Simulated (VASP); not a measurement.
# TePb (kn) (Fm-3m) in VASP: single point with PBEsol

Aim: the single point of TePb (kn) with PBEsol.

All numbers are computed with VASP 6.6.1; they aren't measurements. Logs are shortened: lines on timing, memory, paths and dates and some standing lists are left out, and cuts for length are marked.

**The experiment to reproduce.**

A printed reference work, monograph reports, for a bulk crystal of TePb at 4.2 K: band gap 0.19 eV (direct).

How close the calculation comes is told below.

**1. The cell of the first run**

Symmetry: Fm-3m, No. 225, cubic system. Conventional cell: a = 6.443 Å, b = 6.443 Å, c = 6.443 Å, α = 90.00°, β = 90.00°, γ = 90.00°. Te (site symmetry m-3m) has 6 Pb at 3.22 Å within 4.2 Å. Pb (site symmetry m-3m) has 6 Te at 3.22 Å within 4.2 Å.

**2. Single point, PBEsol**

Contents of INCAR:

```
PREC     = Accurate       # precision mode
ENCUT    = 500            # plane-wave cutoff, eV
EDIFF    = 1E-6           # SCF threshold, eV
ISMEAR   = 0              # smearing method
SIGMA    = 0.02           # smearing width, eV
LREAL    = F              # projectors in reciprocal space
LASPH    = T              # aspherical terms in the spheres
NELM     = 120            # most SCF steps
ALGO     = Normal         # electronic algorithm
ISIF     = 2              # what is computed and relaxed
LWAVE    = F              # write WAVECAR
LCHARG   = T              # write CHGCAR
GGA      = PS             # functional
LELF     = T              # ELF
LVHAR    = T            
NBANDS   = 17             # bands
GGA_COMPAT= F
```

Contents of KPOINTS:

```
regular mesh
0
Gamma
  6 6 6
```

Contents of POSCAR:

```
TePb
1.0
    0.0000000000      3.2217250347      3.2217250347
    3.2217250347      0.0000000000      3.2217250347
    3.2217250347      3.2217250347      0.0000000000
Te Pb
1 1
Direct
    0.5000000000      0.5000000000      0.5000000000
    0.0000000000      0.0000000000      0.0000000000
```

Potentials or basis: VASP PAW PBE potentials, release 64 (Te, Pb_d).

Launch:

```sh
cat potpaw_PBE.64/Te/POTCAR potpaw_PBE.64/Pb_d/POTCAR > POTCAR
mpirun -np 1 vasp_std > vasp.out
```

OUTCAR:

```text
PREC = Accurate
   ENCUT = 500
   EDIFF = 1E-6
   ISMEAR = 0
   LREAL = F
   LASPH = T
   NELM = 120
   ISIF = 2
   GGA = PS

 ion  position               nearest neighbor table
   1  0.500  0.500  0.500-   2 3.22   2 3.22   2 3.22   2 3.22   2 3.22   2 3.22
   2  0.000  0.000  0.000-   1 3.22   1 3.22   1 3.22   1 3.22   1 3.22   1 3.22

  LATTYP: Found a face centered cubic cell.
 ALAT       =     6.4434500694

  Lattice vectors:

 A1 = (   0.0000000000,   3.2217250347,   3.2217250347)
 A2 = (   3.2217250347,   0.0000000000,   3.2217250347)
 A3 = (   3.2217250347,   3.2217250347,   0.0000000000)

Analysis of symmetry for initial positions (statically):
=====================================================================
 Subroutine PRICEL returns:
 Original cell was already a primitive cell.

 Routine SETGRP: Setting up the symmetry group for a
 face centered cubic supercell.

 Subroutine GETGRP returns: Found 48 space group operations
 (whereof 48 operations were pure point group operations)
 out of a pool of 48 trial point group operations.

The static configuration has the point symmetry O_h .

Analysis of symmetry for dynamics (positions and initial velocities):
=====================================================================
 Subroutine PRICEL returns:
 Original cell was already a primitive cell.

 Routine SETGRP: Setting up the symmetry group for a
 face centered cubic supercell.

 Subroutine GETGRP returns: Found 48 space group operations
 (whereof 48 operations were pure point group operations)
 out of a pool of 48 trial point group operations.

The dynamic configuration has the point symmetry O_h .

 Subroutine INISYM returns: Found 48 space group operations
 (whereof 48 operations are pure point group operations),
 and found     1 'primitive' translations

----------------------------------------------------------------------------------------

                                     Primitive cell

  volume of cell :      66.8799

  direct lattice vectors                    reciprocal lattice vectors
     0.000000000  3.221725035  3.221725035    -0.155196361  0.155196361  0.155196361
     3.221725035  0.000000000  3.221725035     0.155196361 -0.155196361  0.155196361
     3.221725035  3.221725035  0.000000000     0.155196361  0.155196361 -0.155196361

  length of vectors
     4.556207238  4.556207238  4.556207238     0.268807982  0.268807982  0.268807982

  position of ions in fractional coordinates (direct lattice)
     0.500000000  0.500000000  0.500000000
     0.000000000  0.000000000  0.000000000

  ion indices of the primitive-cell ions
   primitive index   ion index
                 1           1
                 2           2

----------------------------------------------------------------------------------------

 KPOINTS: regular mesh

Automatic generation of k-mesh.
 Grid dimensions read from file:
 generate k-points for:    6    6    6

 Generating k-lattice:

  Cartesian coordinates                     Fractional coordinates (reciprocal lattice)
    -0.025866060  0.025866060  0.025866060     0.166666667  0.000000000  0.000000000
     0.025866060 -0.025866060  0.025866060     0.000000000  0.166666667  0.000000000
     0.025866060  0.025866060 -0.025866060     0.000000000  0.000000000  0.166666667

  Length of vectors
     0.044801330  0.044801330  0.044801330

  Shift w.r.t. Gamma in fractional coordinates (k-lattice)
     0.000000000  0.000000000  0.000000000

 Subroutine IBZKPT returns following result:
 ===========================================

 Found     16 irreducible k-points:

 Following reciprocal coordinates:
            Coordinates               Weight
  0.000000  0.000000  0.000000      1.000000
  0.166667  0.000000  0.000000      8.000000
  0.333333  0.000000  0.000000      8.000000
  0.500000  0.000000  0.000000      4.000000
  0.166667  0.166667  0.000000      6.000000
  0.333333  0.166667  0.000000     24.000000
[... 8 lines left out ...]
 -0.333333  0.333333  0.166667     24.000000
 -0.333333  0.500000  0.166667     12.000000
   k-points           NKPTS =     16   k-points in BZ     NKDIM =     16   number of bands    NBANDS=     17
   number of dos      NEDOS =    301   number of ions     NIONS =      2
   total plane-waves  NPLWV =  46656
   dimension x,y,z NGX =    36 NGY =   36 NGZ =   36
   dimension x,y,z NGXF=    72 NGYF=   72 NGZF=   72
   ions per type =               1   1
   NGX,Y,Z   is equivalent  to a cutoff of  13.14, 13.14, 13.14 a.u.
   NGXF,Y,Z  is equivalent  to a cutoff of  26.27, 26.27, 26.27 a.u.
 SYSTEM =  unknown system
   PREC   = accura    normal or accurate (medium, high low for compatibility)
   ISTART =      0    job   : 0-new  1-cont  2-samecut
   ICHARG =      2    charge: 1-file 2-atom 10-const
   ISPIN  =      1    spin polarized calculation?
   LNONCOLLINEAR =      F non collinear calculations
   LSORBIT =      F    spin-orbit coupling
   LASPH  =      T    aspherical Exc in radial PAW
   ENCUT  =  500.0 eV  36.75 Ry    6.06 a.u.   8.31  8.31  8.31*2*pi/ulx,y,z
   NELM   =    120;   NELMIN=  2; NELMDL= -5     # of ELM steps
   EDIFF  = 0.1E-05   stopping-criterion for ELM
   LREAL  =      F    real-space projection
   EDIFFG = 0.1E-04   stopping-criterion for IOM
   NSW    =      0    number of steps for IOM
   IBRION =     -1    ionic relax: 0-MD 1-quasi-New 2-CG
   NFREE  =      0    steps in history (QN), initial steepest desc. (CG)
   ISIF   =      2    stress and relaxation
   ISYM   =      2    0-nonsym 1-usesym 2-fastsym
   POTIM  = 0.5000    time-step for ionic-motion
   TEBEG  =    0.0;   TEEND  =   0.0 temperature during run
   PSTRESS=    0.0 pullay stress
   NELECT =      20.0000    total number of electrons
   NUPDOWN=      -1.0000    fix difference up-down
   EMIN   =  10.00;   EMAX   =-10.00  energy-range for DOS
   EFERMI =   0.00;   METHOD = LEGACY
   ISMEAR =     0;   SIGMA  =   0.02  broadening in eV -4-tet -1-fermi 0-gaus
   EFERMI_NEDOS =   21; number of points for ismear=-14 and -15
   IALGO  =     38    algorithm
   IMIX   =      4    mixing-type and parameters
     AMIX     =   0.40;   BMIX     =  1.00
     AMIX_MAG =   1.60;   BMIX_MAG =  1.00
  volume/ion in A,a.u.               =      33.44       225.66
  Fermi-wavevector in a.u.,A,eV,Ry     =   1.094762  2.068800 16.306633  1.198504
  Thomas-Fermi vector in A             =   2.231073
   LORBIT       =      0    0 simple, 1 ext, 2 COOP (PROOUT), +10 PAW based schemes
   GGA     = PS    functional components
   LHFCALC =     F    Hartree Fock is set to
   AEXX    =    0.0000 exact exchange contribution
   IVDW    =     0    specifies the selected vdW correction
   LEPSILON=     F    determine dielectric tensor
   LRPA    =     F    only Hartree local field effects (RPA)
 non-spin polarized calculation
 Gauss-broadening in eV      SIGMA  =   0.02
  energy-cutoff  :      500.00
  volume of cell :       66.88
 maximum number of plane-waves:      1724
 NGX is ok and might be reduce to    36
   NGX = 17   NGY = 17   NGZ = 17

 number of electron      20.0000002 magnetization

 Free energy of the ion-electron system (eV)
  ---------------------------------------------------
  ext. energy  EPLUGINS =         0.00000000
  ---------------------------------------------------
  free energy    TOTEN  =        -8.26003539 eV

  energy without entropy =       -8.26003539  energy(sigma->0) =       -8.26003539

 E-fermi :   5.7018     XC(G=0):  -9.5093

 val. band max:        5.5724764138   @ k =   0.5000   0.0000   0.0000
 cond. band min:       6.2223602024   @ k =   0.5000   0.0000   0.0000
 fundamental gap:      0.6498837887
 Fermi energy:         5.7017987863

 k-point     1 :       0.0000    0.0000    0.0000
  band No.  band energies     occupation
      1     -11.0728      2.00000
      2     -11.0728      2.00000
      3     -11.0612      2.00000
      4     -11.0612      2.00000
      5     -11.0612      2.00000
      6      -6.5342      2.00000
[... 9 lines left out ...]
     16      11.3097      0.00000
     17      12.7748      0.00000

 k-point     2 :       0.1667    0.0000    0.0000
  band No.  band energies     occupation
      1     -11.0763      2.00000
      2     -11.0763      2.00000
      3     -11.0605      2.00000
      4     -11.0571      2.00000
      5     -11.0571      2.00000
      6      -6.2941      2.00000
[... 9 lines left out ...]
     16      11.8231      0.00000
     17      14.4790      0.00000

 k-point     3 :       0.3333    0.0000    0.0000
  band No.  band energies     occupation
      1     -11.0843      2.00000
      2     -11.0843      2.00000
      3     -11.0593      2.00000
      4     -11.0477      2.00000
      5     -11.0477      2.00000
      6      -5.6371      2.00000
[... 9 lines left out ...]
     16      13.1960      0.00000
     17      16.5344      0.00000

 k-point     4 :       0.5000    0.0000    0.0000
  band No.  band energies     occupation
      1     -11.0885      2.00000
      2     -11.0885      2.00000
      3     -11.0589      2.00000
      4     -11.0429      2.00000
      5     -11.0429      2.00000
      6      -5.0701      2.00000
[... 9 lines left out ...]
     16      14.8081      0.00000
     17      14.8081      0.00000
[... 183 lines left out ...]
      1     -11.1085      2.00000
      2     -11.0747      2.00000
      3     -11.0611      2.00000
      4     -11.0450      2.00000
      5     -11.0411      2.00000
      6      -5.1562      2.00000
[... 9 lines left out ...]
     16      14.5992      0.00000
     17      15.1117      0.00000

 k-point    15 :      -0.3333    0.3333    0.1667
  band No.  band energies     occupation
      1     -11.1120      2.00000
      2     -11.0778      2.00000
      3     -11.0537      2.00000
      4     -11.0511      2.00000
      5     -11.0372      2.00000
      6      -4.7634      2.00000
[... 9 lines left out ...]
     16      15.8227      0.00000
     17      15.9695      0.00000

 k-point    16 :      -0.3333    0.5000    0.1667
  band No.  band energies     occupation
      1     -11.1260      2.00000
      2     -11.0702      2.00000
      3     -11.0627      2.00000
      4     -11.0436      2.00000
      5     -11.0336      2.00000
      6      -4.6938      2.00000
[... 9 lines left out ...]
     16      16.3157      0.00000
     17      17.1061      0.00000

------------------------ aborting loop because EDIFF is reached ----------------------------------------

  FORCE on cell =-STRESS in cart. coord.  units (eV):
  Direction    XX          YY          ZZ          XY          YZ          ZX
  --------------------------------------------------------------------------------------
  -------------------------------------------------------------------------------------
  Total       -0.0124134     -0.0124134     -0.0124134      0.0000000      0.0000000     -0.0000000
  in kB       -0.2973750     -0.2973750     -0.2973750      0.0000000      0.0000000     -0.0000000
  external PRESSURE =      -0.2973750 kB  Pullay stress =       0.0000000 kB

 VOLUME and BASIS-vectors are now :
 -----------------------------------------------------------------------------
  energy-cutoff  :      500.00
  volume of cell :       66.88
      direct lattice vectors                 reciprocal lattice vectors
     0.000000000  3.221725035  3.221725035    -0.155196361  0.155196361  0.155196361
     3.221725035  0.000000000  3.221725035     0.155196361 -0.155196361  0.155196361
     3.221725035  3.221725035  0.000000000     0.155196361  0.155196361 -0.155196361

 POSITION                                       TOTAL-FORCE (eV/Angst)
 -----------------------------------------------------------------------------------
      3.22173      3.22173      3.22173         0.000000      0.000000     -0.000000
      0.00000      0.00000      0.00000         0.000000      0.000000      0.000000
 -----------------------------------------------------------------------------------
    total drift:                               -0.000000      0.000000      0.000000

  FREE ENERGIE OF THE ION-ELECTRON SYSTEM (eV)
  ---------------------------------------------------
  free  energy   TOTEN  =        -8.2600353940 eV

  energy  without entropy=       -8.2600353940  energy(sigma->0) =       -8.26003539
```

Wall time 27 s (1 thread of Intel Xeon Platinum 8375C at 2.90GHz (Ice Lake), shared host); peak memory 0.2 GiB.

What came out:

| Item | Value |
| --- | --- |
| Free energy | -8.2600 eV |
| Pressure | 0.0 GPa |
| Band gap on the k mesh | 0.65 eV, direct |

Caveat: the PAW data sets were made with another functional, which shifts forces and pressure a little; spin-orbit coupling is left out, which moves the levels of the heavy elements.

**3. Comparison with measurements**

Step 2. Against the measured gap of TePb, 0.19 eV (direct; 4.2 K; a printed reference work, monograph), the calculated 0.65 eV is off by +0.46 eV. Spin-orbit coupling on Pb, Te is left out. The value is that of PBEsol on a finite k mesh, which can miss the band edges, without temperature or zero-point motion.
